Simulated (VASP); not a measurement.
# Cu (Fm-3m) in VASP: notebook

One crystal, Cu, is run at these levels: PBE; tasks: relaxation of cell and atoms.

Everything below comes from runs of VASP 6.6.1. Logs are shortened: lines on timing, memory, paths and dates and some standing lists are left out, and cuts for length are marked.

## (1) Starting point

It takes space group Fm-3m (No. 225, cubic). The conventional cell has a = 3.615 Å, b = 3.615 Å, c = 3.615 Å, α = 90.00°, β = 90.00°, γ = 90.00°. Cu (site symmetry m-3m) has 12 Cu at 2.56 Å as nearest neighbours.

## (2) Relaxation of cell and atoms, PBE

Contents of INCAR:

```
SYSTEM = Cu
PREC = Accurate
ENCUT = 520
EDIFF = 1E-6
ISMEAR = 0
SIGMA = 0.1
LREAL = .False.
LASPH = .True.
NELM = 120
ALGO = Normal
ISIF = 3
LWAVE = .False.
LCHARG = .False.
GGA = PE
IBRION = 2
NSW = 90
EDIFFG = -0.01
```

Contents of KPOINTS:

```
regular mesh
0
Gamma
  21 21 21
  0 0 0
```

Contents of POSCAR:

```
Cu
1.0
    0.0000000000      1.8075000000      1.8075000000
    1.8075000000      0.0000000000      1.8075000000
    1.8075000000      1.8075000000      0.0000000000
Cu
1
Direct
    0.0000000000      0.0000000000      0.0000000000
```

Potentials or basis: VASP PAW PBE potentials, release 64 (Cu).

On the command line:

```sh
> cat potpaw_PBE.64/Cu/POTCAR > POTCAR
> mpirun -np 1 vasp_std > vasp.out
```

OUTCAR:

```text
SYSTEM = Cu
   PREC = Accurate
   ENCUT = 520
   EDIFF = 1E-6
   ISMEAR = 0
   LREAL = .False.
   LASPH = .True.
   NELM = 120
   ISIF = 3
   GGA = PE
   IBRION = 2
   NSW = 90
   EDIFFG = -0.01

 ion  position               nearest neighbor table
   1  0.000  0.000  0.000-

  LATTYP: Found a face centered cubic cell.
 ALAT       =     3.6150000000

  Lattice vectors:

 A1 = (   0.0000000000,   1.8075000000,   1.8075000000)
 A2 = (   1.8075000000,   0.0000000000,   1.8075000000)
 A3 = (   1.8075000000,   1.8075000000,   0.0000000000)

Analysis of symmetry for initial positions (statically):
=====================================================================
 Subroutine PRICEL returns:
 Original cell was already a primitive cell.

 Routine SETGRP: Setting up the symmetry group for a
 face centered cubic supercell.

 Subroutine GETGRP returns: Found 48 space group operations
 (whereof 48 operations were pure point group operations)
 out of a pool of 48 trial point group operations.

The static configuration has the point symmetry O_h .

Analysis of symmetry for dynamics (positions and initial velocities):
=====================================================================
 Subroutine PRICEL returns:
 Original cell was already a primitive cell.

 Routine SETGRP: Setting up the symmetry group for a
 face centered cubic supercell.

 Subroutine GETGRP returns: Found 48 space group operations
 (whereof 48 operations were pure point group operations)
 out of a pool of 48 trial point group operations.

The dynamic configuration has the point symmetry O_h .

 Subroutine INISYM returns: Found 48 space group operations
 (whereof 48 operations are pure point group operations),
 and found     1 'primitive' translations

----------------------------------------------------------------------------------------

                                     Primitive cell

  volume of cell :      11.8104

  direct lattice vectors                    reciprocal lattice vectors
     0.000000000  1.807500000  1.807500000    -0.276625173  0.276625173  0.276625173
     1.807500000  0.000000000  1.807500000     0.276625173 -0.276625173  0.276625173
     1.807500000  1.807500000  0.000000000     0.276625173  0.276625173 -0.276625173

  length of vectors
     2.556191014  2.556191014  2.556191014     0.479128854  0.479128854  0.479128854

  position of ions in fractional coordinates (direct lattice)
     0.000000000  0.000000000  0.000000000

  ion indices of the primitive-cell ions
   primitive index   ion index
                 1           1

----------------------------------------------------------------------------------------

 KPOINTS: regular mesh

Automatic generation of k-mesh.
 Grid dimensions read from file:
 generate k-points for:   21   21   21

 Generating k-lattice:

  Cartesian coordinates                     Fractional coordinates (reciprocal lattice)
    -0.013172627  0.013172627  0.013172627     0.047619048  0.000000000  0.000000000
     0.013172627 -0.013172627  0.013172627     0.000000000  0.047619048  0.000000000
     0.013172627  0.013172627 -0.013172627     0.000000000  0.000000000  0.047619048

  Length of vectors
     0.022815660  0.022815660  0.022815660

  Shift w.r.t. Gamma in fractional coordinates (k-lattice)
     0.000000000  0.000000000  0.000000000

 Subroutine IBZKPT returns following result:
 ===========================================

 Found    286 irreducible k-points:

 Following reciprocal coordinates:
            Coordinates               Weight
  0.000000  0.000000  0.000000      1.000000
  0.047619  0.000000  0.000000      8.000000
  0.095238  0.000000  0.000000      8.000000
  0.142857  0.000000  0.000000      8.000000
  0.190476  0.000000  0.000000      8.000000
  0.238095  0.000000  0.000000      8.000000
[... 16 lines left out ...]
 -0.428571  0.047619  0.000000     24.000000
 -0.380952  0.047619  0.000000     24.000000
 [... further k-points ...]
   k-points           NKPTS =    286   k-points in BZ     NKDIM =    286   number of bands    NBANDS=      9
   number of dos      NEDOS =    301   number of ions     NIONS =      1
   total plane-waves  NPLWV =   8000
   dimension x,y,z NGX =    20 NGY =   20 NGZ =   20
   dimension x,y,z NGXF=    40 NGYF=   40 NGZF=   40
   ions per type =               1
   NGX,Y,Z   is equivalent  to a cutoff of  13.01, 13.01, 13.01 a.u.
   NGXF,Y,Z  is equivalent  to a cutoff of  26.01, 26.01, 26.01 a.u.
 SYSTEM =  Cu
   PREC   = accura    normal or accurate (medium, high low for compatibility)
   ISTART =      0    job   : 0-new  1-cont  2-samecut
   ICHARG =      2    charge: 1-file 2-atom 10-const
   ISPIN  =      1    spin polarized calculation?
   LNONCOLLINEAR =      F non collinear calculations
   LSORBIT =      F    spin-orbit coupling
   LASPH  =      T    aspherical Exc in radial PAW
   ENCUT  =  520.0 eV  38.22 Ry    6.18 a.u.   4.75  4.75  4.75*2*pi/ulx,y,z
   NELM   =    120;   NELMIN=  2; NELMDL= -5     # of ELM steps
   EDIFF  = 0.1E-05   stopping-criterion for ELM
   LREAL  =      F    real-space projection
   EDIFFG = -.1E-01   stopping-criterion for IOM
   NSW    =     90    number of steps for IOM
   IBRION =      2    ionic relax: 0-MD 1-quasi-New 2-CG
   NFREE  =      1    steps in history (QN), initial steepest desc. (CG)
   ISIF   =      3    stress and relaxation
   ISYM   =      2    0-nonsym 1-usesym 2-fastsym
   POTIM  = 0.5000    time-step for ionic-motion
   TEBEG  =    0.0;   TEEND  =   0.0 temperature during run
   PSTRESS=    0.0 pullay stress
   NELECT =      11.0000    total number of electrons
   NUPDOWN=      -1.0000    fix difference up-down
   EMIN   =  10.00;   EMAX   =-10.00  energy-range for DOS
   EFERMI =   0.00;   METHOD = LEGACY
   ISMEAR =     0;   SIGMA  =   0.10  broadening in eV -4-tet -1-fermi 0-gaus
   EFERMI_NEDOS =   21; number of points for ismear=-14 and -15
   IALGO  =     38    algorithm
   IMIX   =      4    mixing-type and parameters
     AMIX     =   0.40;   BMIX     =  1.00
     AMIX_MAG =   1.60;   BMIX_MAG =  1.00
  volume/ion in A,a.u.               =      11.81        79.70
  Fermi-wavevector in a.u.,A,eV,Ry     =   1.598763  3.021224 34.777078  2.556043
  Thomas-Fermi vector in A             =   2.696162
   LORBIT       =      0    0 simple, 1 ext, 2 COOP (PROOUT), +10 PAW based schemes
   GGA     = PE    functional components
   LHFCALC =     F    Hartree Fock is set to
   AEXX    =    0.0000 exact exchange contribution
   IVDW    =     0    specifies the selected vdW correction
   LEPSILON=     F    determine dielectric tensor
   LRPA    =     F    only Hartree local field effects (RPA)
 conjugate gradient relaxation of ions
 non-spin polarized calculation
 Gauss-broadening in eV      SIGMA  =   0.10
  energy-cutoff  :      520.00
  volume of cell :       11.81
 maximum number of plane-waves:       331
   NGX =  9   NGY =  9   NGZ =  9

--------------------------------------- Ionic step        1  -------------------------------------------

 number of electron      11.0000001 magnetization

 Free energy of the ion-electron system (eV)
  ---------------------------------------------------
  ext. energy  EPLUGINS =         0.00000000
  ---------------------------------------------------
  free energy    TOTEN  =        -3.72560379 eV

  energy without entropy =       -3.72348605  energy(sigma->0) =       -3.72454492

------------------------ aborting loop because EDIFF is reached ----------------------------------------

  FORCE on cell =-STRESS in cart. coord.  units (eV):
  Direction    XX          YY          ZZ          XY          YZ          ZX
  --------------------------------------------------------------------------------------
  -------------------------------------------------------------------------------------
  Total        0.1637630      0.1637630      0.1637630     -0.0000000     -0.0000000      0.0000000
  in kB       22.2157738     22.2157738     22.2157738     -0.0000000     -0.0000000      0.0000000
  external PRESSURE =      22.2157738 kB  Pullay stress =       0.0000000 kB

 VOLUME and BASIS-vectors are now :
 -----------------------------------------------------------------------------
  energy-cutoff  :      520.00
  volume of cell :       11.81
      direct lattice vectors                 reciprocal lattice vectors
     0.000000000  1.807500000  1.807500000    -0.276625173  0.276625173  0.276625173
     1.807500000  0.000000000  1.807500000     0.276625173 -0.276625173  0.276625173
     1.807500000  1.807500000  0.000000000     0.276625173  0.276625173 -0.276625173
[... 36 lines left out ...]
 POSITION                                       TOTAL-FORCE (eV/Angst)
 -----------------------------------------------------------------------------------
      1.82178     -0.00000      1.82178         0.000000      0.000000      0.000000
 -----------------------------------------------------------------------------------
    total drift:                               -0.000000      0.000000     -0.000000

  FREE ENERGIE OF THE ION-ELECTRON SYSTEM (eV)
  ---------------------------------------------------
  free  energy   TOTEN  =        -3.7264641088 eV

  energy  without entropy=       -3.7242689521  energy(sigma->0) =       -3.72536653

--------------------------------------- Ionic step        3  -------------------------------------------

 number of electron      10.9999996 magnetization

 Free energy of the ion-electron system (eV)
  ---------------------------------------------------
  ext. energy  EPLUGINS =         0.00000000
  ---------------------------------------------------
  free energy    TOTEN  =        -3.72683454 eV

  energy without entropy =       -3.72466373  energy(sigma->0) =       -3.72574914

 E-fermi :   7.4352     XC(G=0): -12.6389

 val. band max:        7.4324237032   @ k =  -0.4762   0.0952   0.0000
 cond. band min:       7.4401059970   @ k =  -0.3333   0.1905   0.0476
 fundamental gap:      0.0076822938
 Fermi energy:         7.4351988463

 k-point     1 :       0.0000    0.0000    0.0000
  band No.  band energies     occupation
      1      -1.8376      2.00000
      2       4.4122      2.00000
      3       4.4122      2.00000
      4       4.4122      2.00000
      5       5.2146      2.00000
      6       5.2146      2.00000
      7      29.8715      0.00000
      8      32.3978      0.00000
      9      32.3979      0.00000

 k-point     2 :       0.0476    0.0000    0.0000
  band No.  band energies     occupation
      1      -1.7558      2.00000
      2       4.3949      2.00000
      3       4.4277      2.00000
      4       4.4277      2.00000
      5       5.2083      2.00000
      6       5.2083      2.00000
      7      29.4195      0.00000
      8      31.2519      0.00000
      9      32.1173      0.00000
[... 253 lines left out ...]
 k-point    24 :      -0.3810    0.0476    0.0000
  band No.  band energies     occupation
      1       2.1786      2.00000
      2       4.4091      2.00000
      3       4.4469      2.00000
      4       4.9469      2.00000
      5       5.6055      2.00000
      6       5.9429      2.00000
      7      13.4327      0.00000
      8      27.1503      0.00000
      9      29.1507      0.00000

 [... further k-points ...]

------------------------ aborting loop because EDIFF is reached ----------------------------------------

  FORCE on cell =-STRESS in cart. coord.  units (eV):
  Direction    XX          YY          ZZ          XY          YZ          ZX
  --------------------------------------------------------------------------------------
  -------------------------------------------------------------------------------------
  Total       -0.0033012     -0.0033012     -0.0033012     -0.0000000      0.0000000     -0.0000000
  in kB       -0.4410952     -0.4410952     -0.4410952     -0.0000000      0.0000000     -0.0000000
  external PRESSURE =      -0.4410952 kB  Pullay stress =       0.0000000 kB

 VOLUME and BASIS-vectors are now :
 -----------------------------------------------------------------------------
  energy-cutoff  :      520.00
  volume of cell :       11.99
      direct lattice vectors                 reciprocal lattice vectors
    -0.000000000  1.816661655  1.816661655    -0.275230117  0.275230117  0.275230117
     1.816661655 -0.000000000  1.816661655     0.275230117 -0.275230117  0.275230117
     1.816661655  1.816661655  0.000000000     0.275230117  0.275230117 -0.275230117

 POSITION                                       TOTAL-FORCE (eV/Angst)
 -----------------------------------------------------------------------------------
      0.00000      0.00000      0.00000         0.000000     -0.000000      0.000000
 -----------------------------------------------------------------------------------
    total drift:                                0.000000      0.000000      0.000000

  FREE ENERGIE OF THE ION-ELECTRON SYSTEM (eV)
  ---------------------------------------------------
  free  energy   TOTEN  =        -3.7268345376 eV

  energy  without entropy=       -3.7246637326  energy(sigma->0) =       -3.72574914

 reached required accuracy - stopping structural energy minimisation
```

Wall time 22 s (1 thread of Intel Xeon 6975P-C (Granite Rapids), shared host); peak memory 0.15 GiB.

Results:

```yaml
Free_energy: -3.7268 eV
Relaxed_volume: 11.99 Å³/atom
Relaxed_cell: a = 2.569 Å, b = 2.569 Å, c = 2.569 Å, α = 60.00°, β = 60.00°, γ = 60.00°
Space_group_after_relaxing_to_0.05_Å: Fm-3m (No. 225)
Energy_gained_by_relaxing: 1.2 meV/atom
Ionic_steps: 3
Pressure_after_relaxing: 0.0 GPa
Band_gap_on_the_k_mesh: none (metal or under the smearing width)
```

Step by step:
```csv
step,energy change (eV),largest force (eV/Å),pressure (GPa),volume (Å³)
1,0.0000,0.0000,2.22,11.81
2,-0.0009,0.0000,-1.21,12.09
3,-0.0012,0.0000,-0.04,11.99
```

Final structure:
```
CELL_PARAMETERS angstrom
0.00000 1.81666 1.81666
1.81666 0.00000 1.81666
1.81666 1.81666 0.00000
ATOMIC_POSITIONS crystal
Cu 0.00000 0.00000 0.00000
```

PBE usually gives volumes a little too large and moduli too small. Zero-point motion and thermal expansion aren't in these numbers.

(Continued in part 2 of 2.)
